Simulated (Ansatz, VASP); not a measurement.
Two plane-wave programs on Fe

The input INCAR:

```
SYSTEM = Fe
ALGO = Normal ; EDIFF = 1E-7
ENCUT = 520 ; GGA = PS
ISIF = 2 ; ISMEAR = -1
ISPIN = 2 ; LASPH = .True.
LCHARG = .True. ; LELF = .True.
LMAXMIX = 4 ; LORBIT = 11
LREAL = .False. ; LVHAR = .True.
LWAVE = .False. ; MAGMOM = 3
NBANDS = 14 ; NELM = 100
PREC = Accurate ; SIGMA = 0.05
```

Contents of KPOINTS:

```
k-points
0
Gamma
  13 13 13
  0 0 0
```

The input POSCAR:

```
Fe
1.0
   -1.4815330000      1.4342380000      1.4590090000
    1.4675270000     -1.4309640000      1.4417290000
    1.4535380000      1.4029680000     -1.4557350000
Fe
1
Direct
   -0.0127860000     -0.0069470000     -0.0146850000
```

Contents of input.yaml:

```yaml
crystal:
  lattice:
    - [-1.481533, 1.434238, 1.459009]
    - [1.467527, -1.430964, 1.441729]
    - [1.453538, 1.402968, -1.455735]
  atoms:
    - { symbol: Fe, position: [-0.012786, -0.006947, -0.014685], spin: 3.0 }
hamiltonian:
  xc: pbesol
  pseudopotentials: { kind: paw }
magnetization:
  spin_polarized: true
kpoints:
  mp_grid: { grid: [13, 13, 13] }
scf:
  occupations: { method: fermi_dirac, width: 0.05 }
output:
  forces: true
  stress: true
  eigenvalues: true
```

Change from the starting cell: cell strained at random at fixed volume.

Alike in both runs: task single point; functional PBEsol; k mesh 13 × 13 × 13; occupations fermi-dirac, width 0.05 eV; collinear spin, ferromagnetic start.

```csv
,VASP,Ansatz
version,VASP 6.6.1,Ansatz 0.2.0
potentials or method,"VASP PAW PBE potentials, release 64 (Fe)",Ansatz PAW
plane-wave cutoff (eV),520,420
valence electrons in the cell,8,16
```

VASP gave:

```
gap on the k mesh at the Fermi level (eV)                     : none
pressure (GPa)                                                : -17.2
largest component of the traceless stress (GPa)               : 1.46
net moment per atom (μB)                                      : 2.30
size of the moment on the site where the two differ most (μB) : 2.30
```

Question: Estimate Ansatz's values.

Answer: gap on the k mesh at the Fermi level (eV): none; pressure (GPa): -17.7; largest component of the traceless stress (GPa): 1.52; net moment per atom (μB): 2.27; size of the moment on the site where the two differ most (μB): 2.31.

Site moments also hang on the region over which each program counts them. A gap of «none» marks a metal or a gap that the smearing closes. The two sets of potentials don't hold the same shells in valence.

Caveats: the PAW data sets were made with another functional, which shifts forces and pressure a little (VASP); the PAW data sets come from PBE, with cores solved anew for the run's functional, which leaves a small shift of forces and pressure (Ansatz).
